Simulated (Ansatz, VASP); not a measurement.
BN in VASP and in Ansatz

The input INCAR:

```
ALGO = Normal ; EDIFF = 1E-6
ENCUT = 520 ; GGA = PS
ISIF = 2 ; ISMEAR = 0
LASPH = T ; LCHARG = F
LREAL = F ; LWAVE = F
NBANDS = 11 ; NELM = 60
PREC = Accurate ; SIGMA = 0.05
```

KPOINTS

```
k-points
0
Gamma
  12 12 12
```

Contents of POSCAR:

```
BN
1.0
    0.0000000000      1.8130010000      1.8130010000
    1.8130010000      0.0000000000      1.8130010000
    1.8130010000      1.8130010000      0.0000000000
B N
1 1
Direct
    0.0000000000      0.0000000000      0.0000000000
    0.7858256313      0.7380581229      0.7380581229
```

Input for Ansatz:

```yaml
crystal:
  lattice:
    - [0.0, 1.813001, 1.813001]
    - [1.813001, 0.0, 1.813001]
    - [1.813001, 1.813001, 0.0]
  atoms:
    - { symbol: B, position: [0.0, 0.0, 0.0] }
    - { symbol: "N", position: [0.7858256313, 0.7380581229, 0.7380581229] }
basis:
  ecutwfc: 420
kpoints:
  mp_grid: { grid: [12, 12, 12] }
hamiltonian:
  xc: pbesol
scf:
  occupations: { method: gaussian, width: 0.05 }
output:
  forces: true
  stress: true
  eigenvalues: true
```

Change from the starting cell: all N atoms moved -0.075 Å, as atom 2 towards its neighbour atom 1 (B) at 1.570 Å.

Alike in both runs: task single point; functional PBEsol; k mesh 12 × 12 × 12; occupations gaussian, width 0.05 eV; no spin polarisation.

```csv
,VASP,Ansatz
version,VASP 6.6.1,Ansatz 0.2.0
potentials or method,"VASP PAW PBE potentials, release 64 (B, N)","scalar-relativistic, plane waves, PAW"
plane-wave cutoff (eV),520,420
valence electrons in the cell,8,8
```

```tsv
	VASP	Ansatz	Ansatz less VASP
gap on the k mesh at the Fermi level (eV)	3.54	3.55	+0.013
least direct gap on the mesh (eV)	7.54	7.54	+0.004
pressure (GPa)	-4.3	-4.9	-0.55
largest component of the traceless stress (GPa)	0.09	0.22	+0.138
rms of the force components (eV/Å)	0.852	0.846	-0.0061
```

Atom by atom the forces differ by 0.006 eV/Å (rms over components). The functional is the same, so the differences come from potentials, cutoffs and numerics.

Caveats: the PAW data sets were made with another functional, which shifts forces and pressure a little (VASP). A k mesh can miss the band edges.
